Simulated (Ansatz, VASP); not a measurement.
## One calculation of GaN, two programs

```
Ga N
1.0
     0.00000    2.01872    2.01872
     2.01872    0.00000    2.01872
     2.01872    2.01872    0.00000
Ga N
1 1
Direct
  0.50000 0.50000 0.50000
  0.00000 0.00000 0.00000
```

Change from the starting cell: volume scaled by 1.04.

Alike in both runs: task single point; functional PBEsol; k mesh 10 × 10 × 10; occupations fermi-dirac, width 0.02 eV; no spin polarisation.

|  | VASP | Ansatz |
| --- | --- | --- |
| version | VASP 6.6.1 | Ansatz 0.2.0 |
| potentials or method | VASP PAW PBE potentials, release 64 (Ga_d, N), cutoff 520 eV | all-electron LAPW, scalar-relativistic |

VASP gave:

- gap on the k mesh at the Fermi level (eV): 1.45
- pressure (GPa): 42.1

**Question.** Estimate Ansatz's values.

**Answer.** gap on the k mesh at the Fermi level (eV): 1.46; pressure (GPa): 41.6.

Ansatz ran all-electron here, so the differences hold the error of VASP's frozen core and of both bases.

Caveats: so large a pressure means that the cell lies far from this level's equilibrium, or that cutoff or potentials fall short (VASP); the potentials were made for another functional, which shifts forces and pressure (VASP). A k mesh can miss the band edges.
